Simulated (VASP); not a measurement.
# Mg12H (a cell with a defect) in VASP: a series of runs

Runs on Mg12H (a cell with a defect). Level: PBE. Tasks: single point.

Everything below comes from runs of VASP 6.6.1. Logs are shortened: lines on timing, memory, paths and dates and some standing lists are left out, and cuts for length are marked.

### Step 1. The crystal as given

The cell holds a defect, 13 atoms: a = 6.420 Å, b = 9.630 Å, c = 5.213 Å, α = 90.00°, β = 90.00°, γ = 120.00°.

The cell was built by a generator and needn't be a form met in nature.

### Step 2. Single point, PBE

Contents of INCAR:

```
PREC     = Accurate       # precision mode
ENCUT    = 520            # plane-wave cutoff, eV
EDIFF    = 1E-6           # SCF threshold, eV
ISMEAR   = -1             # smearing method
SIGMA    = 0.15           # smearing width, eV
LREAL    = F              # projectors in reciprocal space
LASPH    = T              # aspherical terms in the spheres
NELM     = 100            # most SCF steps
ALGO     = Fast           # electronic algorithm
ISIF     = 2              # what is computed and relaxed
LWAVE    = F              # write WAVECAR
LCHARG   = F              # write CHGCAR
GGA      = PE             # functional
NBANDS   = 24             # bands
```

Contents of KPOINTS:

```
Automatic mesh
0
Gamma
  2 2 2
```

Contents of POSCAR:

```
Mg12H
1.0
    6.4200000000      0.0000000000      0.0000000000
   -4.8150000000      8.3398250000      0.0000000000
    0.0000000000      0.0000000000      5.2130400000
Mg H
12 1
Direct
   -0.0299874790     -0.0001079159      0.0000959133
    0.1635700671      0.1945004841      0.4865491153
   -0.0039037233      0.3788448798      0.0213503062
    0.1714224432      0.5650118558      0.5052713963
   -0.0246235388      0.6708653959     -0.0120658963
    0.1925594007      0.9048870930      0.5237443027
    0.4829642444     -0.0421951300      0.0301743321
    0.6931885979      0.2325588367      0.4480495066
    0.5459785747      0.3265176428     -0.0051025889
    0.6507681204      0.5540044305      0.4895416110
    0.5278654325      0.6661051041      0.0075771527
    0.6423056939      0.9011220259      0.5224206989
    0.3816331830      0.7882419595      0.7900188757
```

Potentials or basis: VASP PAW PBE potentials, release 64 (Mg, H).

Command:

```
> cat potpaw_PBE.64/Mg/POTCAR potpaw_PBE.64/H/POTCAR > POTCAR
> mpirun -np 1 vasp_std > vasp.out
```

OUTCAR:

```text
PREC = Accurate
   ENCUT = 520
   EDIFF = 1E-6
   ISMEAR = -1
   LREAL = F
   LASPH = T
   NELM = 100
   ISIF = 2
   GGA = PE

 ion  position               nearest neighbor table
   1  0.970  1.000  0.000-   7 2.95   2 3.03  11 3.04  12 3.09   2 3.15   5 3.19   6 3.22  12 3.28
                             6 3.41   9 3.45   7 3.52   3 3.57
   2  0.164  0.195  0.487-   6 2.89   1 3.03  12 3.12   1 3.15   8 3.23   8 3.24  10 3.31   9 3.33
                             9 3.40   3 3.48   4 3.54
   3  0.996  0.379  0.021-   9 2.68   8 2.82   5 2.89   4 2.97   4 3.11  11 3.14   8 3.46   2 3.48
                             1 3.57
   4  0.171  0.565  0.505-   3 2.97   3 3.11  10 3.13  12 3.14   8 3.15   5 3.20   6 3.21  11 3.27
                            11 3.29  10 3.29   5 3.34   2 3.54
   5  0.975  0.671  0.988-  11 2.85   3 2.89   7 3.05   9 3.08   6 3.12  10 3.16  10 3.18   1 3.19
                             4 3.20   4 3.34   6 3.42  11 3.57
   6  0.193  0.905  0.524-   2 2.89  12 2.91   7 3.07   5 3.12   7 3.12   4 3.21   8 3.21   1 3.22
                             1 3.41   5 3.42  10 3.43  12 3.51
   7  0.483  0.958  0.030-  13 1.90  12 2.91   1 2.95  11 2.97  12 2.98   5 3.05   6 3.07   6 3.12
                             8 3.16   9 3.37   1 3.52
   8  0.693  0.233  0.448-   3 2.82   9 2.85  12 3.07   4 3.15   7 3.16   6 3.21   2 3.23   2 3.24
                            10 3.25   9 3.27   3 3.46
   9  0.546  0.327  0.995-   3 2.68   8 2.85   5 3.08  10 3.23   8 3.27  10 3.27   2 3.33  11 3.33
                             7 3.37   2 3.40   1 3.45
  10  0.651  0.554  0.490-  11 2.99   4 3.13  11 3.15   5 3.16   5 3.18   9 3.23   8 3.25   9 3.27
                             4 3.29   2 3.31  12 3.37   6 3.43
  11  0.528  0.666  0.008-  13 2.16   5 2.85   7 2.97  10 2.99   1 3.04   3 3.14  10 3.15  12 3.22
                             4 3.27   4 3.29   9 3.33  12 3.35   5 3.57
  12  0.642  0.901  0.522-  13 2.03   6 2.91   7 2.91   7 2.98   8 3.07   1 3.09   2 3.12   4 3.14
                            11 3.22   1 3.28  11 3.35  10 3.37   6 3.51
  13  0.382  0.788  0.790-   7 1.90  12 2.03  11 2.16

  LATTYP: Found a simple monoclinic cell.
 ALAT       =     6.4200000000
 B/A-ratio  =     0.8120000000
 C/A-ratio  =     1.3228757108
 COS(beta)  =    -0.1889822286

  Lattice vectors:

 A1 = (   6.4200000000,   0.0000000000,   0.0000000000)
 A2 = (   0.0000000000,   0.0000000000,   5.2130400000)
 A3 = (  -1.6050000000,  -8.3398250000,   0.0000000000)

Analysis of symmetry for initial positions (statically):
=====================================================================
 Subroutine PRICEL returns:
 Original cell was already a primitive cell.

 Routine SETGRP: Setting up the symmetry group for a
 simple monoclinic supercell.

[... 141 lines left out ...]
   IMIX   =      4    mixing-type and parameters
     AMIX     =   0.40;   BMIX     =  1.00
     AMIX_MAG =   1.60;   BMIX_MAG =  1.00
  volume/ion in A,a.u.               =      21.47       144.89
  Fermi-wavevector in a.u.,A,eV,Ry     =   0.732477  1.384180  7.299827  0.536522
  Thomas-Fermi vector in A             =   1.824949
   LORBIT       =      0    0 simple, 1 ext, 2 COOP (PROOUT), +10 PAW based schemes
   GGA     = PE    functional components
   LHFCALC =     F    Hartree Fock is set to
   AEXX    =    0.0000 exact exchange contribution
   IVDW    =     0    specifies the selected vdW correction
   LEPSILON=     F    determine dielectric tensor
   LRPA    =     F    only Hartree local field effects (RPA)
 non-spin polarized calculation
 RMM-DIIS sequential band-by-band and
  energy-cutoff  :      520.00
  volume of cell :      279.11
 maximum number of plane-waves:      7532
 NGX is ok and might be reduce to    48
   NGX = 23   NGY = 35   NGZ = 19

 number of electron      25.0000000 magnetization

 Free energy of the ion-electron system (eV)
  ---------------------------------------------------
  ext. energy  EPLUGINS =         0.00000000
  ---------------------------------------------------
  free energy    TOTEN  =       -19.87223306 eV

  energy without entropy =      -19.48048734  energy(sigma->0) =      -19.67636020

 E-fermi :   2.4651     XC(G=0):  -8.4812

 val. band max:        2.4570873811   @ k =   0.5000   0.0000   0.0000
 cond. band min:       2.4916275600   @ k =   0.5000   0.0000   0.0000
 fundamental gap:      0.0345401790
 Fermi energy:         2.4651140008

 k-point     1 :       0.0000    0.0000    0.0000
  band No.  band energies     occupation
      1      -5.0049      2.00000
      2      -3.0686      2.00000
      3      -2.2309      2.00000
      4      -1.2789      2.00000
      5      -0.5701      2.00000
      6       0.0471      2.00000
[... 205 lines left out ...]
     23       5.9454      0.00000
     24       6.0195      0.00000

------------------------ aborting loop because EDIFF is reached ----------------------------------------

  FORCE on cell =-STRESS in cart. coord.  units (eV):
  Direction    XX          YY          ZZ          XY          YZ          ZX
  --------------------------------------------------------------------------------------
  -------------------------------------------------------------------------------------
  Total        2.3777542      1.2964194      6.0521824      1.3707033     -0.1977901      0.2760515
  in kB       13.6488015      7.4417156     34.7407802      7.8681211     -1.1353559      1.5845927
  external PRESSURE =      18.6104324 kB  Pullay stress =       0.0000000 kB

 VOLUME and BASIS-vectors are now :
 -----------------------------------------------------------------------------
  energy-cutoff  :      520.00
  volume of cell :      279.11
      direct lattice vectors                 reciprocal lattice vectors
     6.420000000  0.000000000  0.000000000     0.155763240  0.089929945  0.000000000
    -4.815000000  8.339825000  0.000000000     0.000000000  0.119906593  0.000000000
     0.000000000  0.000000000  5.213040000     0.000000000  0.000000000  0.191826650

 POSITION                                       TOTAL-FORCE (eV/Angst)
 -----------------------------------------------------------------------------------
      1.41300      8.33893      0.00050         0.507717      0.245743      0.156039
      0.11360      1.62210      2.53640        -0.209080      0.851659      0.050858
      4.57080      3.15950      0.11130         1.462824     -0.531282     -0.563505
     -1.62000      4.71210      2.63400        -0.101782      0.089384      0.025441
      3.03170      5.59490      5.15014         0.416715      0.180730      0.214835
     -3.12080      7.54660      2.73030        -0.392280     -0.370469     -0.236451
     -1.51120      7.98792      0.15730        -0.559308      0.914104      0.200283
      3.33050      1.93950      2.33570        -0.068057     -0.273190      0.954736
      1.93300      2.72310      5.18644        -1.391650     -0.194388     -0.424785
      1.51040      4.62030      2.55200         0.330970     -0.146048      0.110410
      0.18160      5.55520      0.03950        -0.645499     -0.231109     -0.017620
     -0.21530      7.51520      2.72340         0.776728     -0.247290     -0.211620
     -1.34530      6.57380      4.11840        -0.127298     -0.287844     -0.258620
 -----------------------------------------------------------------------------------
    total drift:                                0.000006      0.000005      0.000137

  FREE ENERGIE OF THE ION-ELECTRON SYSTEM (eV)
  ---------------------------------------------------
  free  energy   TOTEN  =       -19.8722330622 eV

  energy  without entropy=      -19.4804873426  energy(sigma->0) =      -19.67636020
```

stdout:

```text
POSCAR found type information on POSCAR MgH
 POSCAR found :  2 types and      13 ions
 scaLAPACK will be used
 LDA part: xc-table for (Slater+PW92), standard interpolation
 POSCAR, INCAR and KPOINTS ok, starting setup
 FFT: planning ... GRIDC
 FFT: planning ... GRID_SOFT
 FFT: planning ... GRID
 WAVECAR not read
 entering main loop
```

Run time: 41 s. Hardware: 1 thread of AMD EPYC 9R45 (Zen 5), shared host; peak memory 0.32 GiB.

Results:

| Quantity | Value |
| --- | --- |
| Free energy | -19.8722 eV |
| Pressure | 1.9 GPa |
| Largest force | 1.655 eV/Å |
| Band gap on the k mesh | none (metal or under the smearing width) |

Forces on the atoms (eV/Å):
```
Mg   0.508  0.246  0.156
Mg  -0.209  0.852  0.051
Mg   1.463 -0.531 -0.564
Mg  -0.102  0.089  0.025
Mg   0.417  0.181  0.215
Mg  -0.392 -0.370 -0.236
Mg  -0.559  0.914  0.200
Mg  -0.068 -0.273  0.955
Mg  -1.392 -0.194 -0.425
Mg   0.331 -0.146  0.110
Mg  -0.645 -0.231 -0.018
Mg   0.777 -0.247 -0.212
H   -0.127 -0.288 -0.259
```

Stress tensor (GPa, compression positive):
```
 1.36  0.79  0.16
 0.79  0.74 -0.11
 0.16 -0.11  3.47
```

Caveat: the k mesh is coarse (spacing up to 0.60 Å⁻¹), so the values aren't converged.

### Step 3. Single point, PBE

Contents of INCAR:

```
ALGO     = Normal         # electronic algorithm
EDIFF    = 1E-6           # SCF threshold, eV
ENCUT    = 520            # plane-wave cutoff, eV
GGA      = PE             # functional
ISIF     = 2              # what is computed and relaxed
ISMEAR   = -1             # smearing method
LASPH    = True           # aspherical terms in the spheres
LCHARG   = True           # write CHGCAR
LELF     = True           # ELF
LREAL    = False          # projectors in reciprocal space
LVHAR    = True         
LWAVE    = False          # write WAVECAR
NBANDS   = 24             # bands
NELM     = 100            # most SCF steps
PREC     = Accurate       # precision mode
SIGMA    = 0.15           # smearing width, eV
```

Contents of KPOINTS:

```
k-points
0
Gamma
  2 2 2
```

Contents of POSCAR:

```
Mg12H
1.0
    6.4200000000      0.0000000000      0.0000000000
   -4.8150000000      8.3398250000      0.0000000000
    0.0000000000      0.0000000000      5.2130400000
Mg H
12 1
Direct
   -0.0385633698     -0.0021343374      0.0159599773
    0.1876066672      0.2127382769      0.4889085831
    0.0431805102      0.4004400572      0.0033761490
    0.1714094741      0.5740288315      0.5020103433
   -0.0261698026      0.6740788925     -0.0131017602
    0.1493557043      0.9020692880      0.5382655802
    0.4421533955     -0.0642939150      0.0641660145
    0.7469272522      0.2450411130      0.4546867087
    0.4987401567      0.3002101363     -0.0555146325
    0.6413292548      0.5233922774      0.4845733008
    0.5192797980      0.6573159509     -0.0037214370
    0.6759533122      0.9179689022      0.5422747571
    0.2543468223      0.7435527724      0.7275409358
```

Potentials or basis: VASP PAW PBE potentials, release 64 (Mg, H).

Command:

```
> cat potpaw_PBE.64/Mg/POTCAR potpaw_PBE.64/H/POTCAR > POTCAR
> mpirun -np 1 vasp_std > vasp.out
```

Run time: 42 s. Hardware: 1 thread of AMD EPYC 9R45 (Zen 5), shared host; peak memory 0.34 GiB.

The run converged. Its results:

```yaml
Free_energy: -19.8553 eV
Pressure: 1.7 GPa
Largest_force: 1.264 eV/Å
Band_gap_on_the_k_mesh: none (metal or under the smearing width)
```

Forces on the atoms (eV/Å):
```
Mg   0.216  0.324  0.334
Mg  -0.201  0.326 -0.326
Mg   0.291 -1.216 -0.184
Mg   0.224  0.056 -0.556
Mg   0.072 -0.303  0.293
Mg   0.307 -0.297 -0.182
Mg  -0.073  0.789 -0.112
Mg  -0.631 -0.426  0.213
Mg   0.026  0.043  0.548
Mg   0.045  0.413 -0.204
Mg  -0.147  0.178  0.149
Mg  -0.017 -0.505 -0.161
H   -0.113  0.619  0.188
```

Stress tensor (GPa, compression positive):
```
 0.22  1.14  0.41
 1.14  1.69 -0.03
 0.41 -0.03  3.26
```

Levels at points of the mesh, in eV from the Fermi level:
```csv
k point,band 10,band 11,band 12,band 13,band 14,band 15
"(0.00, 0.00, 0.00)",-0.52,-0.17,0.11,0.32,0.54,0.98
"(0.50, 0.00, 0.00)",-0.29,-0.20,-0.11,0.08,0.17,0.46
"(0.00, 0.50, 0.00)",-0.93,-0.80,-0.52,-0.29,0.10,1.04
"(0.50, 0.50, 0.00)",-0.20,0.10,0.65,0.69,0.94,1.00
"(0.00, 0.00, 0.50)",-1.65,-1.10,-0.96,-0.61,-0.31,0.85
"(0.50, 0.00, 0.50)",-0.77,-0.58,-0.49,0.37,0.82,1.00
"(0.00, 0.50, 0.50)",-0.94,-0.86,-0.85,-0.58,-0.48,-0.33
"(0.50, 0.50, 0.50)",-1.88,-1.85,-1.66,1.01,2.07,2.23
```

Caveat: the k mesh is coarse (spacing up to 0.60 Å⁻¹), so the values aren't converged.
